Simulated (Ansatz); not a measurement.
## LiI: pressure 0.9 GPa

The parent structure is LiI in the rock salt structure (space group Fm-3m, No. 225; a = 6.019 Å).

Now apply this change: cell and atoms relaxed at a pressure of 0.9 GPa.

Calculations: plane-wave PAW DFT at the PBE level (Ansatz, a first-principles code, 420 eV), no spin-orbit coupling. Settings: 10×10×10 k-points, 0.05 eV Fermi–Dirac smearing.

- Volume per atom = 26.14 Å³ (base 27.26 Å³)
- Density = 4.25 g/cm³ (base 4.08 g/cm³)
- Lattice parameter a = 5.935 Å (base 6.019 Å)
- Enthalpy H = E + PV relative to the base's energy = +0.15 eV/atom
- Band gap = 4.36 eV (base 4.25 eV)
- Gap character = indirect, a point along ⟨110⟩, about 0.3 Å⁻¹ from Γ → X (base indirect, K–Γ (79 % along) → Γ)
- Smallest direct gap = 4.43 eV (base 4.26 eV)
- Width of the top valence band = 1.36 eV (base 1.27 eV)
- Electron mass = 0.87 mₑ along k, 0.47 mₑ across (at X) (base 0.29 mₑ (at Γ))
- Valley order (the lowest conduction-band minima on the path, energy above the VBM, named in the base's zone) = X along ⟨100⟩ 4.36 eV; Γ 4.42 eV; L along ⟨111⟩ 4.58 eV (base Γ 4.25 eV; X along ⟨100⟩ 4.36 eV; L along ⟨111⟩ 4.59 eV)

Cost of the whole job for the changed cell (relaxation, final SCF and bands): very roughly 9 core-seconds.

With I present, leaving out spin-orbit coupling can change the band edges. Load acts through the strain it causes; cell and atoms are relaxed under it. Masses are band curvatures over ±0.01 Å⁻¹ around the edge. Along k means along the line from Γ to the band edge. Whether these cells are dynamically stable was not tested.
